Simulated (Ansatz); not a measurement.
# CdS (Hawleyite) (F-43m) in Ansatz: single point with r2SCAN+rVV10

Aim: the single point of CdS (Hawleyite) with r2SCAN+rVV10.

All numbers are computed with Ansatz 0.2.0; they aren't measurements. Logs are shortened: lines on timing, memory, paths and dates and some standing lists are left out, and cuts for length are marked.

## 1. The cell of the first run

Symmetry: F-43m, No. 216, cubic system. The conventional cell has a = 5.833 Å, b = 5.833 Å, c = 5.833 Å, α = 90.00°, β = 90.00°, γ = 90.00°. Around Cd (site symmetry -43m) lie 4 S at 2.53 Å. S (site symmetry -43m) has 4 Cd at 2.53 Å as nearest neighbours.

## 2. Single point, r2SCAN+rVV10 (another cell of the same crystal, with 8 atoms)

input.yaml reads:

```yaml
crystal:
  lattice:
    - [5.833, 0.0, 0.0]
    - [0.0, 5.833, 0.0]
    - [0.0, 0.0, 5.833]
  atoms:
    - { symbol: Cd, position: [0.0, 0.0, 0.0] }
    - { symbol: Cd, position: [0.0, 0.5, 0.5] }
    - { symbol: Cd, position: [0.5, 0.0, 0.5] }
    - { symbol: Cd, position: [0.5, 0.5, 0.0] }
    - { symbol: S, position: [0.25, 0.25, 0.25] }
    - { symbol: S, position: [0.25, 0.75, 0.75] }
    - { symbol: S, position: [0.75, 0.75, 0.25] }
    - { symbol: S, position: [0.75, 0.25, 0.75] }
hamiltonian:
  xc: r2scan
  pseudopotentials: { kind: paw }
  dispersion: rvv10
kpoints:
  mp_grid: { grid: [5, 5, 5] }
scf:
  occupations: { method: gaussian, width: 0.05 }
output:
  forces: true
  stress: true
  eigenvalues: true
```

Potentials or basis: Ansatz PAW.

On the command line:

```sh
$ ansatz run input.yaml --threads 4 --pin off --max-ram 11264MiB --backend cpu --events-out ev --progress --plain --runs-dir out
```

The program printed:

```text
Warning: RAYON_NUM_THREADS=4 ignored (pool sized by the plan → 4); use --threads N
Engine: ansatz 0.2.0, x86_64-unknown-linux-gnu
Pseudopotentials: kind: paw
Pseudopotential: Cd, paw, valence charge 20, recommended cutoff 500 eV (meta_gga), Cd.paw.azcp
Pseudopotential: S, paw, valence charge 6, recommended cutoff 500 eV (meta_gga), S.paw.azcp
Functional definition: r2SCAN+rVV10
  parameter k0 = 0.174
  parameter k1 = 0.065
  parameter a1 = 4.9479
  exchange = r2scan_x(k0 = k0, k1 = k1, a1 = a1)
  correlation = r2scan_c + rvv10(11.95, 0.0093)
Crystal: 8 atoms, lattice volume = 198.461 Å³
Basis set: ecut = 500 eV, 5041 PW (Γ), exchange–correlation on 192×192×192 points (64 copies of the dense FFT grid, shifted against one another)
Bands: 63, of which v1, the nominal top of the filled ones, is band 52 counted from 1 (51 counted from 0)
Symmetry: 96 space group operations
Space group: F-43m (ITA 216), of the structure as read, at distance tolerance 5.8e-5 Å
k-points: 10 of 125 (time reversal used)
Non-local potential: Cd, projectors of the file, l = 0: 3, l = 1: 2, l = 2: 2, l = 3: 1
Non-local potential: S, projectors of the file, l = 0: 2, l = 1: 2, l = 2: 2
PAW form: soft (Blöchl's): semilocal exchange-correlation on the pseudo side does not see the compensation charge
rVV10 density: all electrons in the spheres
PAW frozen core: Cd, regenerated for the run's functional (the file was generated under x = pbe(κ = 0.804, μ = 0.2195149727645171), c = pbe(β = 0.06672455060314922))
PAW frozen core: S, regenerated for the run's functional (the file was generated under x = pbe(κ = 0.804, μ = 0.2195149727645171), c = pbe(β = 0.06672455060314922))
PAW one-centre angular grid: Cd, 590 points (default); XC on 160 Gauss nodes
PAW one-centre angular grid: S, 302 points (default); XC on 160 Gauss nodes
Initial density: superposition of atomic densities (neutral atoms: chi_scale 0, normalization atom), corrected by the library's trained network
Initial wavefunctions: pseudopotential atomic-orbital guess
Functional: x = r2scan, c = r2scan + rvv10(b = 11.95, C = 0.0093); τ floored in thin density (d = 2e-4 eV/Å³)
SCF iter   1: F=—  HF=-36692.598502 eV  |F-HF|=—  |Δ(HF+E_count)|=         —  Δρ=5.82e-3  dr2=3.85e-2  dr2_τ=6.42e-2  ethr=1.77e-3  ⟨swp⟩=7.6  Hψ=2393  notcnv=0  defer=2
preconditioner: auto → Resta (q_TF=auto, 2.450 Å⁻¹)  ε∞=4.4  [insulator: Δε(μ)=1.493 eV  Ē_g=12.145 eV  σ=0.050 eV  W_gap=1.00  n_scr=56 (ndim 8)  ℏωp=22.4 eV  f_vac=0.131  D(μ)=0.00/eV (n_scr^D=0)  ε∞_Penn≈4.4]
SCF iter   2: F=—  HF=-36692.641487 eV  |F-HF|=—  |Δ(HF+E_count)|=   4.30e-2  Δρ=3.32e-3  dr2=9.52e-3  dr2_τ=1.69e-3  ethr=3.71e-5  ⟨swp⟩=2.0  Hψ=1141  notcnv=0  defer=49
SCF iter   3: F=—  HF=-36692.645232 eV  |F-HF|=—  |Δ(HF+E_count)|=   3.75e-3  Δρ=7.19e-4  dr2=7.79e-4  dr2_τ=5.90e-5  ethr=9.15e-6  ⟨swp⟩=2.0  Hψ=656  notcnv=0  defer=19
automatic band count: iteration 3 solves 60 bands in place of 63: the levels show a gap, and the empty bands left out lie too high to hold charge; the band table lists the bands solved (type scf.n_extra_bands for more)
SCF iter   4: F=—  HF=-36692.645612 eV  |F-HF|=—  |Δ(HF+E_count)|=   3.80e-4  Δρ=1.40e-4  dr2=5.89e-5  dr2_τ=2.24e-6  ethr=7.49e-7  ⟨swp⟩=2.7  Hψ=1101  notcnv=0  defer=19
SCF iter   5: F=—  HF=-36692.645543 eV  |F-HF|=—  |Δ(HF+E_count)|=   6.83e-5  Δρ=6.31e-5  dr2=7.89e-6  dr2_τ=2.88e-7  ethr=5.66e-8  ⟨swp⟩=2.0  Hψ=901  notcnv=0  defer=19
SCF iter   6: F=—  HF=-36692.645544 eV  |F-HF|=—  |Δ(HF+E_count)|=   5.05e-7  Δρ=1.23e-5  dr2=3.80e-7  dr2_τ=1.79e-8  ethr=7.59e-9  ⟨swp⟩=2.0  Hψ=1043  notcnv=0  defer=19
SCF iter   7: F=-36692.645544 eV  HF=-36692.645544 eV  |F-HF|=9.82e-10  |Δ(HF+E_count)|=   9.39e-8  Δρ=1.99e-6  dr2=8.74e-9  dr2_τ=1.58e-9  ethr=9.62e-11  ⟨swp⟩=7.7  Hψ=2372  notcnv=0
SCF 1 converged in 7 iterations: F = -36692.645544 eV  dr2 = 8.74e-9
SCF converged after 7 iterations
Free energy (F): -36692.645544 eV
Harris-Foulkes:  -36692.645544 eV  (|F-HF|=9.82e-10)
Internal energy: -36692.645544 eV  (E = F + TS)
E sigma→0 (E₀):  -36692.645544 eV
Fermi energy:    7.396373 eV
--- Per-component energies (eV) ---
  E_band       = -2137.057314
  E_kinetic    = 2447.971043
  E_local      = -16053.736924  (includes V_loc(G=0)·N_el)
  E_nonlocal   = 251.998495
  E_hartree    = 7377.259972
  E_xc         = -1030.632162
  E_vxc        = -1359.190476  (∫ρ·V_xc dr)
  E_paw        = -18862.882644  (= ΣΔE_a)
  E_vpaw       = -2265.518460  (= ΣTr[D̂ρ^β])
  E_aug_tail   = 0.000023  (compensation charges beyond the density's cutoff)
  E_vtau       = 86.897289  (kinetic-family band-sum trace: ∫τ·v_τ [+ j·A + Jᵃ·Aᵃ] dr)
  E_ewald      = -10819.925197
  E_core_change = -2.698150  (= ΣΔE_core)
  E_smearing   = -0.000000  (= −TS)
  E_closure    = -0.000000  (closes the sum)
  Σ components = -36692.645544   (vs F -36692.645544, Δ=0.00e0)
--- Forces (eV/Å), atoms counted from 1 ---
  atom   1  Cd    -0.00000000     0.00000000    -0.00000000
  atom   2  Cd    -0.00000000     0.00000000     0.00000000
  atom   3  Cd    -0.00000000     0.00000000     0.00000000
  atom   4  Cd    -0.00000000    -0.00000000     0.00000000
  atom   5  S      0.00000000    -0.00000000    -0.00000000
  atom   6  S      0.00000000     0.00000000    -0.00000000
  atom   7  S      0.00000000     0.00000000     0.00000000
  atom   8  S      0.00000000     0.00000000     0.00000000
  max |Σ_I F_I| component: 1.78e-16 eV/Å
--- Stress (GPa, compression-positive) ---
        0.575644       0.000000      -0.000000
       -0.000000       0.575644      -0.000000
        0.000000      -0.000000       0.575644
  P = ⅓ Tr σ = 0.5756 GPa (5.756 kbar)
--- Band table (eV; the first three rows and the last of 10) ---
  k-point 0: bands = ["-97.4342", "-97.4342", "-97.4342", "-97.4342", "-57.5973", "-57.5973", "-57.5973", "-57.5970", "-57.5970", "-57.5970", "-57.5970", "-57.5970", "-57.5970", "-57.5967", "-57.5967", "-57.5967", "-6.2447", "-5.6759", "-5.6759", "-5.6759", "-1.3565", "-1.3565", "-1.3565", "-1.1207", "-1.1207", "-1.1207", "-0.9912", "-0.9912", "-0.9912", "-0.9912", "-0.9912", "-0.9912", "-0.8490", "-0.8490", "-0.7600", "-0.7600", "-0.7600", "-0.3935", "-0.3935", "-0.3935", "2.6461", "2.6461", "2.6461", "4.7001", "4.7001", "4.7001", "4.7001", "4.7001", "4.7001", "6.6270", "6.6270", "6.6270", "8.1639", "10.3998", "10.3998", "10.3998", "11.3587", "11.3587", "11.3587", "13.6654"]
  k-point 1: bands = ["-97.4342", "-97.4342", "-97.4342", "-97.4342", "-57.5973", "-57.5973", "-57.5973", "-57.5970", "-57.5970", "-57.5970", "-57.5970", "-57.5969", "-57.5969", "-57.5967", "-57.5967", "-57.5967", "-6.1897", "-5.7285", "-5.6764", "-5.6764", "-1.3267", "-1.3267", "-1.3267", "-1.1162", "-1.1162", "-1.1124", "-1.0322", "-1.0322", "-1.0299", "-1.0299", "-0.9683", "-0.9683", "-0.8598", "-0.8405", "-0.7770", "-0.7770", "-0.7685", "-0.5558", "-0.3246", "-0.3246", "2.6679", "2.6679", "3.0031", "4.5575", "4.5575", "4.5830", "4.5830", "4.8621", "4.8621", "5.9176", "6.4081", "6.4081", "8.9561", "10.5562", "10.8768", "10.8768", "11.4228", "11.7095", "11.7095", "13.1606"]
  k-point 2: bands = ["-97.4343", "-97.4342", "-97.4342", "-97.4342", "-57.5972", "-57.5972", "-57.5971", "-57.5971", "-57.5971", "-57.5969", "-57.5969", "-57.5969", "-57.5969", "-57.5969", "-57.5968", "-57.5968", "-6.0457", "-5.8689", "-5.6774", "-5.6774", "-1.2442", "-1.2442", "-1.2325", "-1.1324", "-1.1324", "-1.1249", "-1.1108", "-1.1108", "-1.0807", "-1.0807", "-0.9103", "-0.9103", "-0.8766", "-0.8236", "-0.8236", "-0.8184", "-0.8065", "-0.7909", "-0.2228", "-0.2228", "2.7080", "2.7080", "3.8350", "4.3425", "4.3425", "4.3974", "4.3974", "4.8518", "5.3003", "5.3003", "5.8833", "5.8833", "10.1350", "10.7787", "11.5856", "11.9684", "11.9684", "12.2447", "12.4222", "12.4222"]
  k-point 9: bands = ["-97.4342", "-97.4342", "-97.4342", "-97.4342", "-57.5973", "-57.5973", "-57.5973", "-57.5973", "-57.5968", "-57.5968", "-57.5968", "-57.5968", "-57.5968", "-57.5968", "-57.5968", "-57.5968", "-5.8514", "-5.7978", "-5.7978", "-5.7978", "-1.2367", "-1.2367", "-1.2204", "-1.2204", "-1.2204", "-1.2058", "-1.2058", "-1.2058", "-0.8382", "-0.8382", "-0.8382", "-0.8197", "-0.8197", "-0.8083", "-0.8083", "-0.8083", "-0.6456", "-0.4540", "-0.4540", "-0.4540", "2.2760", "2.2760", "2.2760", "2.5714", "5.5273", "5.5273", "5.5273", "5.7366", "5.7366", "5.7366", "5.9273", "5.9273", "10.0678", "10.4755", "10.4755", "10.4755", "13.4158", "13.4158", "13.4158", "14.1138"]
```

Wall time 29 s (4 threads of Intel Xeon at 2.50GHz (Skylake/Cascade Lake), shared host); peak memory 1 GiB.

Results:

- Free energy: -36692.6455 eV
- Pressure: 0.6 GPa
- Band gap on the k mesh: 1.54 eV

Levels at points of the mesh, in eV from the valence-band top:
```
           k point  band 49  band 50  band 51  band 52  band 53  band 54  band 55  band 56
(0.00, 0.00, 0.00)    -1.93     0.00     0.00     0.00     1.54     3.77     3.77     3.77
```

Caveat: odd divisions of the mesh miss points on the zone boundary, where band edges often lie, so the gap on the mesh can be too wide; the PAW data sets come from PBE, with cores solved anew for the run's functional, which leaves a small shift of forces and pressure.
